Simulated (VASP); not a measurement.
# PbSe: relaxation of cell and atoms with LDA

Crystal: PbSe.

```
Pb Se
1.0
     0.00000    3.09082    3.09082
     3.09082    0.00000    3.09082
     3.09082    3.09082    0.00000
Pb Se
1 1
Direct
  0.00000 0.00000 0.00000
  0.50000 0.50000 0.50000
```

The cell is a database's computed one.

| Property | Result |
| --- | --- |
| Program | VASP 6.6.1 |
| Task | relaxation of cell and atoms |
| Functional | LDA |
| Potentials or basis | VASP PAW LDA potentials, release 64 (Pb_d, Se) |
| Cutoff | 300 eV |
| k mesh | 5 × 5 × 5 |
| Occupations | gaussian, width 0.02 eV |
| Spin | no spin polarisation |
| Further INCAR settings | ALGO = Fast; EDIFF = 1e-07; IBRION = 2; EDIFFG = -0.01; NSW = 40; ISIF = 3 |

```json
{"Relaxed volume": "27.31 Å³/atom", "Relaxed cell": "a = 4.259 Å, b = 4.259 Å, c = 4.259 Å, α = 60.00°, β = 60.00°, γ = 60.00°", "Space group after relaxing (to 0.05 Å)": "Fm-3m (No. 225)", "Energy gained by relaxing": "28.5 meV/atom", "Ionic steps": "3", "Pressure after relaxing": "0.0 GPa"}
```

The path:
| step | energy change (eV) | largest force (eV/Å) | pressure (GPa) | volume (Å³) |
| --- | --- | --- | --- | --- |
| 1 | 0.0000 | 0.0000 | -3.85 | 59.05 |
| 2 | -0.0498 | 0.0000 | 1.67 | 53.20 |
| 3 | -0.0571 | 0.0000 | 0.01 | 54.63 |

Final structure:
```
Pb Se
1.0
     0.00000    3.01162    3.01162
     3.01162    0.00000    3.01162
     3.01162    3.01162    0.00000
Pb Se
1 1
Cartesian
  0.0000 0.0000 0.0000
  3.0116 3.0116 3.0116
```

Levels at points of the mesh, in eV from the Fermi level:
```
           k point  band 8  band 9  band 10  band 11  band 12  band 13
(0.00, 0.00, 0.00)   -1.79   -1.79    -1.79     5.02     5.02     5.02
```

Wall time 19 s on 1 thread of Intel(R) Xeon(R) Platinum 8259CL CPU @ 2.50GHz (Skylake/Cascade Lake) (shared host), peak memory 0.14 GiB.

Caveat: this odd mesh misses L, where the gap lies, so gap, dielectric constants and Born charges aren't listed. The run has no spin-orbit coupling, so splittings on Pb are missing.
